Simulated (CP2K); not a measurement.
A run of CP2K 2026.2 is set up as follows.

The input bas_bands.inp:

```
&GLOBAL
  PROJECT bas_bands
  RUN_TYPE ENERGY_FORCE
  PRINT_LEVEL LOW
&END GLOBAL
&FORCE_EVAL
  METHOD QS
  STRESS_TENSOR ANALYTICAL
  &DFT
    BASIS_SET_FILE_NAME BASIS_MOLOPT_UZH
    POTENTIAL_FILE_NAME GTH_POTENTIALS
    &MGRID
      CUTOFF 450
      REL_CUTOFF 60
      NGRIDS 4
    &END MGRID
    &QS
      METHOD GPW
      EPS_DEFAULT 1.0E-9
    &END QS
    &KPOINTS
      SCHEME MONKHORST-PACK 7 7 7
      GAMMA_CENTERED T
      SYMMETRY T
      SYMMETRY_BACKEND SPGLIB
    &END KPOINTS
    &SCF
      SCF_GUESS ATOMIC
      EPS_SCF 1.0E-6
      MAX_SCF 100
      ADDED_MOS 10
      CHOLESKY OFF
      EPS_EIGVAL 1.0E-7
      &DIAGONALIZATION ON
        ALGORITHM STANDARD
      &END DIAGONALIZATION
      &MIXING ON
        METHOD BROYDEN_MIXING
        ALPHA 0.4
        BETA 1.5
        NBUFFER 8
      &END MIXING
      &SMEAR ON
        METHOD FERMI_DIRAC
        ELECTRONIC_TEMPERATURE [K] 580.226
      &END SMEAR
    &END SCF
    &XC
      &XC_FUNCTIONAL
        &LDA_X
        &END LDA_X
        &LDA_C_PW
        &END LDA_C_PW
      &END XC_FUNCTIONAL
    &END XC
    &PRINT
      &KPOINTS ON
      &END KPOINTS
      &MULLIKEN ON
      &END MULLIKEN
      &MO ON
        ENERGIES T
        OCCUPATION_NUMBERS T
        &EACH
          QS_SCF 0
        &END EACH
        ADD_LAST NUMERIC
      &END MO
      &BAND_STRUCTURE
        FILE_NAME bands.bs
        ADDED_MOS 4
        &KPOINT_SET
          UNITS B_VECTOR
          NPOINTS 10
          SPECIAL_POINT GAMMA 0.00000000 0.00000000 0.00000000
          SPECIAL_POINT X 0.50000000 0.00000000 0.50000000
          SPECIAL_POINT W 0.50000000 0.25000000 0.75000000
          SPECIAL_POINT K 0.37500000 0.37500000 0.75000000
          SPECIAL_POINT GAMMA 0.00000000 0.00000000 0.00000000
          SPECIAL_POINT L 0.50000000 0.50000000 0.50000000
          SPECIAL_POINT U 0.62500000 0.25000000 0.62500000
          SPECIAL_POINT W 0.50000000 0.25000000 0.75000000
          SPECIAL_POINT L 0.50000000 0.50000000 0.50000000
          SPECIAL_POINT K 0.37500000 0.37500000 0.75000000
        &END KPOINT_SET
        &KPOINT_SET
          UNITS B_VECTOR
          NPOINTS 10
          SPECIAL_POINT U 0.62500000 0.25000000 0.62500000
          SPECIAL_POINT X 0.50000000 0.00000000 0.50000000
        &END KPOINT_SET
      &END BAND_STRUCTURE
    &END PRINT
  &END DFT
  &SUBSYS
    &CELL
      ABC 4.5166445648 4.5166445648 4.5166445648
      ALPHA_BETA_GAMMA 59.9999999995 59.9999999999 60.0000000001
      PERIODIC XYZ
    &END CELL
    &COORD
      SCALED
      Ba  0.0000000000 0.0000000000 0.0000000000
      S   0.5000000000 0.5000000000 0.5000000000
    &END COORD
    &KIND Ba
      BASIS_SET TZVP-MOLOPT-PBE-GTH-q10
      POTENTIAL GTH-PADE-q10
    &END KIND
    &KIND S
      BASIS_SET TZVP-MOLOPT-PBE-GTH-q6
      POTENTIAL GTH-PADE-q6
    &END KIND
    &PRINT
      &ATOMIC_COORDINATES ON
      &END ATOMIC_COORDINATES
      &CELL ON
      &END CELL
    &END PRINT
  &END SUBSYS
  &PRINT
    &FORCES ON
    &END FORCES
    &STRESS_TENSOR ON
    &END STRESS_TENSOR
  &END PRINT
&END FORCE_EVAL
```

Potentials or basis: GTH_POTENTIALS Ba GTH-PADE-q10, S GTH-PADE-q6; TZVP-MOLOPT-PBE-GTH basis.

The run is started by

```bash
$ OMP_NUM_THREADS=1 cp2k.psmp -i bas_bands.inp -o bas_bands.out
```

(1) What does it give for the pressure?

(2) Estimate the band gap on the k mesh.

(3) What does it give for the Mulliken charges?

(4) What does it give for the band gap along the path?

Results:

(1) -2.2 GPa.

(2) 2.00 eV, indirect (least direct gap 2.14 eV).

(3) Ba +0.85; S -0.85 e.

(4) 1.94 eV, indirect (least direct gap 2.07 eV).

Caveat: spin-orbit coupling is left out, which moves the levels of the heavy elements; the basis of atomic orbitals isn't converged, which shifts pressures, moduli and gaps.

**Experimental background.**

A printed reference work, monograph, original work of 1988 reports, for a bulk crystal of BaS at 2 K: band gap 3.806 eV (indirect).

Measured gap of BaS: 3.806 eV (indirect; 2 K; a printed reference work, monograph, original work of 1988). This calculation gives 1.94 eV (-1.86 eV). Spin-orbit coupling on Ba is left out. The value is that of LDA in an atomic basis (GTH_POTENTIALS Ba GTH-PADE-q10, S GTH-PADE-q6; TZVP-MOLOPT-PBE-GTH basis), whose error adds to the functional's,, without temperature or zero-point motion. Semilocal functionals fall short of measured gaps as a rule.
